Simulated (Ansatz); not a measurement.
Input and command of a plane-wave DFT calculation in Ansatz:

```yaml
crystal:
  lattice:
    - [2.5115635517, 0.0, 0.0]
    - [-1.2557817759, 2.175077839, 0.0]
    - [0.0, 0.0, 23.8851962318]
  atoms:
    - { symbol: C, position: [0.6666666667, 0.3333333333, 0.3140020257] }
    - { symbol: C, position: [0.3333333333, 0.6666666667, 0.3359605069] }
    - { symbol: C, position: [0.3333333333, 0.6666666667, 0.4015113925] }
    - { symbol: C, position: [0.6666666667, 0.3333333333, 0.4234698738] }
    - { symbol: C, position: [0.6666666667, 0.3333333333, 0.4890207594] }
    - { symbol: C, position: [0.3333333333, 0.6666666667, 0.5109792406] }
    - { symbol: C, position: [0.3333333333, 0.6666666667, 0.5765301262] }
    - { symbol: C, position: [0.6666666667, 0.3333333333, 0.5984886075] }
    - { symbol: C, position: [0.6666666667, 0.3333333333, 0.6640394931] }
    - { symbol: C, position: [0.3333333333, 0.6666666667, 0.6859979743] }
basis:
  ecutwfc: 420
kpoints:
  mp_grid: { grid: [12, 12, 1] }
hamiltonian:
  xc: pbe
scf:
  occupations: { method: gaussian, width: 0.05 }
output:
  forces: true
  stress: true
  eigenvalues: true
  write_density: true
  write_potential: true
  elf: true
  volumetric_format: npy
efield:
  axis: 3
  dipole_correction: true
  ramp_width: 0.04
```

```bash
ansatz run input.yaml --threads 1 --pin off --max-ram 2560MiB --backend cpu --events-out ev --progress --plain --runs-dir out
```

Processor: Intel(R) Xeon(R) Platinum 8488C (Sapphire Rapids), 1 thread, on a host shared with other jobs.

How long does it run, and how much memory does it take?

About 10 s on 1 thread of Intel(R) Xeon(R) Platinum 8488C (Sapphire Rapids), with other jobs on the host, peak memory 0.37 GiB. It solves 30 bands at 19 k points (the mesh reduced by symmetry) with about 2581 plane waves, in 12 SCF iterations.
